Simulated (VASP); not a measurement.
Method: r2SCAN meta-GGA, VASP's PBE PAW potentials (set 64) (plane waves; VASP 6.6.1).

The input files of a VASP run:

**INCAR**
```
# general
SYSTEM  = AlSb
PREC    = Accurate
ENCUT   = 400
LREAL   = F
LASPH   = T

# electronic loop
EDIFF   = 1E-6
NELM    = 100
ALGO    = Normal
LMAXMIX = 4
LMIXTAU = T

# smearing
ISMEAR  = 0
SIGMA   = 0.05

# functional
METAGGA = R2SCAN

# ions
IBRION  = 2
NSW     = 60
ISIF    = 3
EDIFFG  = -0.01

# output
LWAVE   = F
LCHARG  = F
```

POSCAR:
```
AlSb
1
    0.0000000000     3.0700000000     3.0700000000
    3.0700000000     0.0000000000     3.0700000000
    3.0700000000     3.0700000000     0.0000000000
Al Sb
1 1
Direct
  0.0000000000   0.0000000000   0.0000000000
  0.2500000000   0.2500000000   0.2500000000
```

### KPOINTS
```
Automatic mesh
0
Gamma
7 7 7
0 0 0
```

POTCAR, in this order: Al Sb (PBE.64 set). Program: vasp_std.

Output

### OSZICAR
```
       N       E                     dE             d eps       ncg     rms          rms(c)
DAV:   1    -0.127716836457E+02   -0.12772E+02   -0.24767E+03   320   0.586E+02
DAV:   2    -0.334338850144E+02   -0.20662E+02   -0.19770E+02   440   0.818E+01
DAV:   3    -0.338604586398E+02   -0.42657E+00   -0.42657E+00   408   0.154E+01
DAV:   4    -0.338625541222E+02   -0.20955E-02   -0.20955E-02   480   0.128E+00
DAV:   5    -0.338625584203E+02   -0.42981E-05   -0.42981E-05   432   0.550E-02    0.400E+00
DAV:   6    -0.329151279605E+02    0.94743E+00   -0.25886E-01   384   0.339E+00    0.268E+00
DAV:   7    -0.328781603035E+02    0.36968E-01   -0.21232E-01   328   0.287E+00    0.499E-01
DAV:   8    -0.329216198965E+02   -0.43460E-01   -0.11439E-01   320   0.257E+00    0.486E-01
DAV:   9    -0.329334279094E+02   -0.11808E-01   -0.11426E-02   328   0.805E-01    0.164E-01
DAV:  10    -0.329363497447E+02   -0.29218E-02   -0.88041E-03   320   0.834E-01    0.907E-02
DAV:  11    -0.329377583344E+02   -0.14086E-02   -0.20159E-03   336   0.410E-01    0.415E-02
DAV:  12    -0.329378323326E+02   -0.73998E-04   -0.27797E-04   360   0.154E-01    0.327E-02
DAV:  13    -0.329379464818E+02   -0.11415E-03   -0.12804E-04   320   0.102E-01    0.397E-03
DAV:  14    -0.329379520566E+02   -0.55749E-05   -0.11617E-05   352   0.365E-02    0.343E-03
DAV:  15    -0.329379527499E+02   -0.69329E-06   -0.23040E-07   272   0.479E-03
   1 F= -.32937953E+02 E0= -.32937953E+02  d E =-.329380E+02
       N       E                     dE             d eps       ncg     rms          rms(c)
DAV:   1    -0.329463539779E+02   -0.84019E-02   -0.26099E-01   376   0.276E+00    0.419E-01
DAV:   2    -0.329427901422E+02    0.35638E-02   -0.14170E-02   376   0.808E-01    0.262E-01
DAV:   3    -0.329412329817E+02    0.15572E-02   -0.53503E-03   320   0.428E-01    0.431E-02
DAV:   4    -0.329412361033E+02   -0.31217E-05   -0.40777E-04   368   0.150E-01    0.637E-02
DAV:   5    -0.329412527975E+02   -0.16694E-04   -0.70864E-05   352   0.778E-02    0.464E-02
DAV:   6    -0.329410847119E+02    0.16809E-03   -0.14346E-04   320   0.140E-01    0.633E-03
DAV:   7    -0.329412347615E+02   -0.15005E-03   -0.17687E-04   320   0.151E-01    0.386E-03
DAV:   8    -0.329412539245E+02   -0.19163E-04   -0.70968E-06   320   0.267E-02    0.410E-03
DAV:   9    -0.329412574584E+02   -0.35338E-05   -0.13639E-06   264   0.116E-02    0.135E-03
DAV:  10    -0.329412576646E+02   -0.20625E-06   -0.30401E-07   168   0.748E-03
   2 F= -.32941258E+02 E0= -.32941258E+02  d E =-.330491E-02
       N       E                     dE             d eps       ncg     rms          rms(c)
DAV:   1    -0.329431129145E+02   -0.18555E-02   -0.32532E-02   376   0.984E-01    0.150E-01
DAV:   2    -0.329427099496E+02    0.40296E-03   -0.16639E-03   376   0.280E-01    0.919E-02
DAV:   3    -0.329425399705E+02    0.16998E-03   -0.67069E-04   320   0.151E-01    0.152E-02
DAV:   4    -0.329425489988E+02   -0.90283E-05   -0.48899E-05   368   0.529E-02    0.228E-02
DAV:   5    -0.329425505329E+02   -0.15341E-05   -0.77742E-06   352   0.251E-02    0.168E-02
DAV:   6    -0.329425335611E+02    0.16972E-04   -0.14512E-05   320   0.443E-02    0.243E-03
DAV:   7    -0.329425483920E+02   -0.14831E-04   -0.18813E-05   320   0.491E-02    0.144E-03
DAV:   8    -0.329425505669E+02   -0.21750E-05   -0.84510E-07   256   0.917E-03    0.127E-03
DAV:   9    -0.329425506719E+02   -0.10498E-06   -0.17875E-07   160   0.423E-03
   3 F= -.32942551E+02 E0= -.32942551E+02  d E =-.459792E-02
```

OUTCAR:
```
------------------------ aborting loop because EDIFF is reached ----------------------------------------
  FORCE on cell =-STRESS in cart. coord.  units (eV):
  Direction    XX          YY          ZZ          XY          YZ          ZX
  --------------------------------------------------------------------------------------
  Total        0.0058007      0.0058007      0.0058007      0.0000000      0.0000000      0.0000000
  in kB        0.1572842      0.1572842      0.1572842      0.0000000      0.0000000      0.0000000
  external PRESSURE =       0.1572842 kB  Pullay stress =       0.0000000 kB
  volume of cell :       59.09
      direct lattice vectors                 reciprocal lattice vectors
     0.000000000  3.091415613  3.091415613    -0.161738201  0.161738201  0.161738201
     3.091415613  0.000000000  3.091415613     0.161738201 -0.161738201  0.161738201
     3.091415613  3.091415613 -0.000000000     0.161738201  0.161738201 -0.161738201
 POSITION                                       TOTAL-FORCE (eV/Angst)
 -----------------------------------------------------------------------------------
      0.00000      0.00000      0.00000         0.000000      0.000000      0.000000
      1.54571      1.54571      1.54571        -0.000000     -0.000000     -0.000000
 -----------------------------------------------------------------------------------
    total drift:                               -0.000002     -0.000002     -0.000002
  FREE ENERGIE OF THE ION-ELECTRON SYSTEM (eV)
  ---------------------------------------------------
  free  energy   TOTEN  =       -32.9425506719 eV

  energy  without entropy=      -32.9425506719  energy(sigma->0) =      -32.94255067

 reached required accuracy - stopping structural energy minimisation
```
(Selected blocks of OUTCAR.)

**CONTCAR**
```
AlSb
   1.00000000000000
     0.0000000000000000    3.0914156126232690    3.0914156126232690
     3.0914156126232690    0.0000000000000000    3.0914156126232690
     3.0914156126232690    3.0914156126232690   -0.0000000000000000
  Al              Sb
     1     1
Direct
     0.0000000000000000    0.0000000000000000    0.0000000000000000
     0.2500000000000000    0.2500000000000000    0.2500000000000000
```

OUTCAR:
```
 val. band max:        4.4373721484   @ k =   0.0000   0.0000   0.0000

 cond. band min:       5.9269774278   @ k =   0.4286   0.4286   0.0000


 Fermi energy:         4.6964671772

 k-point     1 :       0.0000    0.0000    0.0000
  band No.  band energies     occupation
      1      -6.5907      2.00000
      2       4.4374      2.00000
      3       4.4374      2.00000
      4       4.4374      2.00000
      5       6.4440      0.00000
      6       7.8115      0.00000
      7       7.8115      0.00000
      8       7.8115      0.00000

 k-point     2 :       0.1429    0.0000    0.0000
  band No.  band energies     occupation
      1      -6.3978      2.00000
      2       2.7421      2.00000
      3       4.1976      2.00000
      4       4.1976      2.00000
      5       6.8509      0.00000
      6       8.1780      0.00000
      7       8.1780      0.00000
      8       8.8026      0.00000

 k-point     3 :       0.2857    0.0000    0.0000
  band No.  band energies     occupation
      1      -5.8706      2.00000
      2       0.6011      2.00000
      3       3.7901      2.00000
      4       3.7901      2.00000
      5       6.4323      0.00000
      6       8.5635      0.00000
      7       8.5635      0.00000
      8      11.0177      0.00000

 k-point     4 :       0.4286    0.0000    0.0000
  band No.  band energies     occupation
      1      -5.2722      2.00000
      2      -0.8574      2.00000
      3       3.5365      2.00000
      4       3.5365      2.00000
      5       6.1452      0.00000
      6       8.4960      0.00000
      7       8.4960      0.00000
      8      11.5629      0.00000

 k-point     5 :       0.1429    0.1429    0.0000
  band No.  band energies     occupation
      1      -6.3324      2.00000
      2       2.8157      2.00000
      3       3.7590      2.00000
      4       3.7590      2.00000
      5       7.0804      0.00000
      6       7.9994      0.00000
      7       8.8657      0.00000
...
```

Energy and stress use the plane-wave basis of the starting cell. Unless said otherwise, spin-orbit coupling is left out, though it shifts the bands of the heavy elements here.

The compound is AlSb in the zinc blende structure. This run relaxes it. Symmetry was kept, so distortions that lower it aren't found.
